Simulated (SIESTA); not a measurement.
ZnSiP2 in SIESTA: the effect of functional

ZnSiP2:

```
Zn P Si
1.0
    -2.68670    2.68670    5.23003
     2.68670   -2.68670    5.23003
     2.68670    2.68670   -5.23003
Zn P Si
2 4 2
Direct
  0.75000 0.25000 0.50000
  0.00000 0.00000 0.00000
  0.14230 0.62500 0.01730
  0.60770 0.12500 0.98270
  0.87500 0.85770 0.48270
  0.37500 0.39230 0.51730
  0.25000 0.75000 0.50000
  0.50000 0.50000 0.00000
```

The cell is a database's computed one.

Alike in all runs:

```yaml
Program: SIESTA 5.4.2
Task: band structure
Basis: DZP (energy shift 0.003 Ry; two zetas on semicore shells)
Grid_cutoff: 800 Ry
Energy_shift: 0.003 Ry
k_mesh: 7 × 7 × 7
Occupations: fermi-dirac, width 0.05 eV
Spin: no spin polarisation
```

| functional | potentials or basis | gap on the mesh (eV) | pressure (GPa) | largest force (eV/Å) |
| --- | --- | --- | --- | --- |
| PBE | PseudoDojo 0.4 standard (PBE files) | 1.30 | 3.6 | 0.09 |
| LDA | PseudoDojo 0.4 standard (LDA files) | 1.21 | -1.7 | 0.23 |
| PBEsol | PseudoDojo 0.4 standard (PBEsol files) | ? | ? | ? |

What does the run with functional PBEsol give?

gap on the mesh 1.19 eV; pressure 0.7 GPa; largest force 0.19 eV/Å.

Caveats: short orbitals over semicore shells can move pressures by several GPa; the valence orbitals were made in a potential fitted to the semicore shell under them, which widens gaps by tenths of an eV or more; the basis of atomic orbitals isn't converged, which shifts pressures, moduli and gaps.

